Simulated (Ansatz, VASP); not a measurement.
## Two plane-wave programs on GaN

```
CELL_PARAMETERS angstrom
0.00000 2.25000 2.25000
2.25000 0.00000 2.25000
2.25000 2.25000 0.00000
ATOMIC_POSITIONS crystal
Ga 0.00000 0.00000 0.00000
N 0.25000 0.25000 0.25000
```

The cell was built by a generator and needn't be a form met in nature.

Alike in both runs: task relaxation of cell and atoms; functional PBEsol; k mesh 10 × 10 × 10; occupations gaussian, width 0.02 eV; no spin polarisation.

|  | VASP | Ansatz |
| --- | --- | --- |
| version | VASP 6.6.1 | Ansatz 0.2.0 |
| potentials or method | VASP PAW PBE potentials, release 64 (Ga_d, N) | scalar-relativistic, plane waves, PAW |
| plane-wave cutoff (eV) | 600 | 420 |
| valence electrons in the cell | 18 | 18 |

```tsv
	VASP	Ansatz	Ansatz less VASP
gap on the k mesh at the Fermi level, each at its own relaxed structure (eV)	1.74	1.70	-0.032
relaxed volume (Å³/atom)	11.35	11.38	+0.028
relaxed cell length with the largest relative difference (Å)	3.178	3.181	+0.0026
```

Ansatz warned: «pseudo_functional_mismatch».

Caveats: the PAW data sets were made with another functional, which shifts forces and pressure a little (VASP).
